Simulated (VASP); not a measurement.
# InSe (P6_3/mmc) in VASP: notebook

The runs below take InSe through elastic constants, with PBE, PBE+D3(BJ).

All numbers are computed with VASP 6.6.1; they aren't measurements. Logs are shortened: lines on timing, memory, paths and dates and some standing lists are left out, and cuts for length are marked.

## Step 1: The structure

It takes space group P6_3/mmc (No. 194, hexagonal). Conventional cell: a = 4.089 Å, b = 4.089 Å, c = 18.550 Å, α = 90.00°, β = 90.00°, γ = 120.00°. Around In (site symmetry 3m) lie 3 Se at 2.68 Å and 1 In at 2.83 Å. Se (site symmetry 3m) has 3 In at 2.68 Å as nearest neighbours.

## Step 2: Elastic constants, PBE

POSCAR reads:

```
InSe
1.0
    4.0885464713     -0.0000000000     -0.0000000000
   -2.0442732356      3.5407851087     -0.0000000000
    0.0000000000      0.0000000000     18.5501983207
  In              Se
     4     4
Direct
     0.3333333332999970    0.6666666667000030    0.1738072706781925
     0.6666666667000030    0.3333333332999970    0.6738072706781925
     0.3333333332999970    0.6666666667000030    0.3261927293218075
     0.6666666667000030    0.3333333332999970    0.8261927293218075
     0.3333333332999970    0.6666666667000030    0.6051042746172474
     0.6666666667000030    0.3333333332999970    0.1051042746172473
     0.3333333332999970    0.6666666667000030    0.8948957253827526
     0.6666666667000030    0.3333333332999970    0.3948957253827527
```

INCAR.step1 reads:

```
ALGO = Normal
EDIFF = 1E-8
EDIFFG = -0.002
ENCUT = 600
GGA = PE
IBRION = 2
ISIF = 3
ISMEAR = 0
KPAR = 2
LASPH = True
LCHARG = False
LREAL = False
LWAVE = False
NELM = 80
NSW = 40
PREC = Accurate
SIGMA = 0.03
```

INCAR.step2 reads:

```
ALGO = Normal
EDIFF = 1E-8
ENCUT = 600
GGA = PE
IBRION = 6
ISIF = 3
ISMEAR = 0
KPAR = 2
LASPH = True
LCHARG = False
LREAL = False
LWAVE = False
NELM = 80
NFREE = 2
NSW = 1
POTIM = 0.015
PREC = Accurate
SIGMA = 0.03
```

KPOINTS reads:

```
k-points
0
Gamma
  9 9 2
```

Potentials or basis: VASP PAW PBE potentials, release 64 (In_d, Se).

On the command line:

```sh
$ cat potpaw_PBE.64/In_d/POTCAR potpaw_PBE.64/Se/POTCAR > POTCAR
$ cp INCAR.step1 INCAR
$ mpirun -np 2 vasp_std > vasp.out
$ cp CONTCAR POSCAR
$ cp INCAR.step2 INCAR
$ mpirun -np 2 vasp_std > vasp.out
```

OUTCAR:

```text
EDIFF = 1E-8
   ENCUT = 600
   GGA = PE
   IBRION = 6
   ISIF = 3
   ISMEAR = 0
   LASPH = True
   LREAL = False
   NELM = 80
   NFREE = 2
   NSW = 1
   POTIM = 0.015
   PREC = Accurate

 ion  position               nearest neighbor table
   1  0.333  0.667  0.174-   6 2.68   6 2.68   6 2.68   3 2.83
   2  0.667  0.333  0.674-   5 2.68   5 2.68   5 2.68   4 2.83
   3  0.333  0.667  0.326-   8 2.68   8 2.68   8 2.68   1 2.83
   4  0.667  0.333  0.826-   7 2.68   7 2.68   7 2.68   2 2.83
   5  0.333  0.667  0.605-   2 2.68   2 2.68   2 2.68
   6  0.667  0.333  0.105-   1 2.68   1 2.68   1 2.68
   7  0.333  0.667  0.895-   4 2.68   4 2.68   4 2.68
   8  0.667  0.333  0.395-   3 2.68   3 2.68   3 2.68

  LATTYP: Found a hexagonal cell.
 ALAT       =     4.0883048661
 C/A-ratio  =     4.5369882310

  Lattice vectors:

 A1 = (   4.0883048661,  -0.0000000000,   0.0000000000)
 A2 = (  -2.0441524330,   3.5405758725,   0.0000000000)
 A3 = (   0.0000000000,   0.0000000000,  18.5485910624)

Analysis of symmetry for initial positions (statically):
=====================================================================
 Subroutine PRICEL returns:
 Original cell was already a primitive cell.

 Routine SETGRP: Setting up the symmetry group for a
 hexagonal supercell.

 Subroutine GETGRP returns: Found 24 space group operations
 (whereof 12 operations were pure point group operations)
 out of a pool of 24 trial point group operations.

The static configuration has the point symmetry D_3d.
 The point group associated with its full space group is D_6h.

Analysis of symmetry for dynamics (positions and initial velocities):
=====================================================================
 Subroutine PRICEL returns:
 Original cell was already a primitive cell.

 Routine SETGRP: Setting up the symmetry group for a
[... 395 lines left out ...]
 cond. band min:       3.2852023769   @ k =   0.0000   0.0000   0.0000
 fundamental gap:      0.7386276453
 Fermi energy:         2.6810388862

 k-point     1 :       0.0000    0.0000    0.0000
  band No.  band energies     occupation
      1     -11.8436      2.00000
      2     -11.8419      2.00000
      3     -11.6751      2.00000
      4     -11.6751      2.00000
      5     -11.6719      2.00000
      6     -11.6719      2.00000
[... 1176 lines left out ...]
  FREE ENERGIE OF THE ION-ELECTRON SYSTEM (eV)
  ---------------------------------------------------
  free  energy   TOTEN  =       -28.4496370077 eV

  energy  without entropy=      -28.4496370077  energy(sigma->0) =      -28.44963701

 INTERNAL STRAIN TENSORS FROM STRAINED CELLS
 ============================================

 INTERNAL STRAIN TENSOR FOR ION    1 for displacements in x,y,z  (eV/Angst):
          X           Y           Z          XY          YZ          ZX
  --------------------------------------------------------------------------------
  x    -0.00000     0.00000     0.00000    -3.78621    -0.00000    -4.74008
  y    -3.79687     3.80614    -0.00000     0.00003    -4.73884     0.00002
  z    -7.18477    -7.18271     5.25684     0.00002    -0.00037     0.00005

 INTERNAL STRAIN TENSORS FROM DISPLACED ATOMS
 ============================================

 INTERNAL STRAIN TENSOR FOR ION    1 for displacements in x,y,z  (eV/Angst):
          X           Y           Z          XY          YZ          ZX
  --------------------------------------------------------------------------------
  x    -0.00000     0.00000     0.00000    -3.78316    -0.00000    -4.75171
  y    -3.78316     3.78316    -0.00000     0.00000    -4.75171    -0.00000
  z    -7.22275    -7.22275     5.16401    -0.00000     0.00000     0.00000

 INTERNAL STRAIN TENSOR FOR ION    8 for displacements in x,y,z  (eV/Angst):
          X           Y           Z          XY          YZ          ZX
  --------------------------------------------------------------------------------
  x     0.00000    -0.00000     0.00000     3.80816    -0.00000    -6.82211
  y     3.80816    -3.80816     0.00000    -0.00000    -6.82212    -0.00000
  z    -6.70942    -6.70942    -7.96715    -0.00000     0.00000    -0.00000

 Eigenvectors and eigenvalues of the dynamical matrix
 ----------------------------------------------------

   1 f  =    6.451827 THz    40.538025 2PiTHz  215.209786 cm-1    26.682601 meV
             X         Y         Z           dx          dy          dz
     -0.000000  2.360384  3.224057     0.000000    0.000000    0.416667
      2.044152  1.180192 12.498353    -0.000000    0.000000   -0.416667
     -0.000000  2.360384  6.050239     0.000000    0.000000   -0.416667
      2.044152  1.180192 15.324534    -0.000000    0.000000    0.416667
     -0.000000  2.360384 11.223878     0.000000   -0.000000    0.276385
      2.044152  1.180192  1.949582    -0.000000   -0.000000   -0.276385
     -0.000000  2.360384 16.599009     0.000000   -0.000000   -0.276385
      2.044152  1.180192  7.324713    -0.000000   -0.000000    0.276385
[... 243 lines left out ...]
  24 f/i=    0.026238 THz     0.164856 2PiTHz    0.875194 cm-1     0.108510 meV
             X         Y         Z           dx          dy          dz
     -0.000000  2.360384  3.224057    -0.330387   -0.198349    0.000000
      2.044152  1.180192 12.498353     0.330387    0.198349    0.000000
     -0.000000  2.360384  6.050239    -0.330387   -0.198349    0.000000
      2.044152  1.180192 15.324534     0.330387    0.198349    0.000000
     -0.000000  2.360384 11.223878     0.273149    0.163986    0.000000
      2.044152  1.180192  1.949582    -0.273149   -0.163986    0.000000
     -0.000000  2.360384 16.599009     0.273149    0.163986    0.000000
      2.044152  1.180192  7.324713    -0.273149   -0.163986    0.000000

--------------------------------------------------------------------------------------------------------

 ELASTIC MODULI CONTR FROM IONIC RELAXATION (kBar)
 Direction    XX          YY          ZZ          XY          YZ          ZX
 --------------------------------------------------------------------------------
 XX        -251.0905   -101.9584   -179.9362     -0.0000     -0.0000      0.0000
 YY        -101.9584   -251.0905   -179.9362     -0.0000     -0.0000     -0.0000
 ZZ        -179.9362   -179.9362   -664.4202     -0.0000     -0.0000      0.0000
 XY          -0.0000     -0.0000     -0.0000    -74.5661     -0.0000      0.0000
 YZ           0.0000     -0.0000     -0.0000     -0.0000   -274.5221     -0.0000
 ZX           0.0000      0.0000      0.0000      0.0000     -0.0000   -274.5220
 --------------------------------------------------------------------------------

 TOTAL ELASTIC MODULI (kBar)
 Direction    XX          YY          ZZ          XY          YZ          ZX
 --------------------------------------------------------------------------------
 XX         537.3206    148.8916     21.9641      0.0000     -0.0000      0.0000
 YY         148.8916    537.3206     21.9641      0.0000     -0.0000     -0.0000
 ZZ          21.9641     21.9641     45.9093      0.0000     -0.0000      0.0000
 XY           0.0000      0.0000      0.0000    194.2145     -0.0000      0.0000
 YZ           0.0000     -0.0000     -0.0000     -0.0000      7.6341      0.0000
 ZX           0.0000      0.0000      0.0000      0.0000      0.0000      7.6338
 --------------------------------------------------------------------------------
```

OSZICAR.step1:

```text
N       E                     dE             d eps       ncg     rms          rms(c)
DAV:   1     0.803174485523E+03    0.80317E+03   -0.36585E+04  2160   0.199E+03
DAV:   2     0.977113955127E+02   -0.70546E+03   -0.69105E+03  2184   0.490E+02
DAV:   3    -0.204898481298E+02   -0.11820E+03   -0.11471E+03  2587   0.207E+02
[... 22 lines left out ...]
DAV:   5    -0.284503324110E+02   -0.73254E-06   -0.29875E-07  2765   0.673E-03    0.123E-03
DAV:   6    -0.284503326699E+02   -0.25899E-06   -0.47565E-08  2195   0.146E-03    0.672E-04
DAV:   7    -0.284503328023E+02   -0.13231E-06   -0.10019E-08  1368   0.105E-03    0.226E-04
DAV:   8    -0.284503327495E+02    0.52743E-07   -0.39300E-09  1340   0.685E-04    0.848E-05
DAV:   9    -0.284503327435E+02    0.60591E-08   -0.13831E-09  1340   0.456E-04
   2 F= -.28450333E+02 E0= -.28450333E+02  d E =-.343829E-05
```

Wall time 1.9 h (2 MPI ranks of Intel Xeon Platinum 8375C at 2.90GHz (Ice Lake), shared host); peak memory 1.6 GiB.

What came out:

* Voigt bulk modulus: 17 GPa
* Highest phonon frequency at Γ, LO-TO splitting left out: 215 cm⁻¹

Phonon frequencies in cm⁻¹ (negative: imaginary):
```
              q point                                                                         frequencies
(0.000, 0.000, 0.000)  -1 -1 0 0 0 11 36 36 36 36 100 100 160 160 160 160 164 164 164 164 183 189 215 215
```

Elastic tensor in Voigt notation (GPa, in the Cartesian axes of the cell as first typed):
```
54 15  2  0  0  0
15 54  2  0  0  0
 2  2  5  0  0  0
 0  0  0  1  0  0
 0  0  0  0  1  0
 0  0  0  0  0 19
```

Clamped-ion elastic tensor (GPa):
```
79 25 20  0  0  0
25 79 20  0  0  0
20 20 71  0  0  0
 0  0  0 28  0  0
 0  0  0  0 28  0
 0  0  0  0  0 27
```

Caveat: this functional lacks dispersion, which binds the layers, so the pressure and a relaxed spacing across them are unreliable.

(Continued in part 2 of 2.)
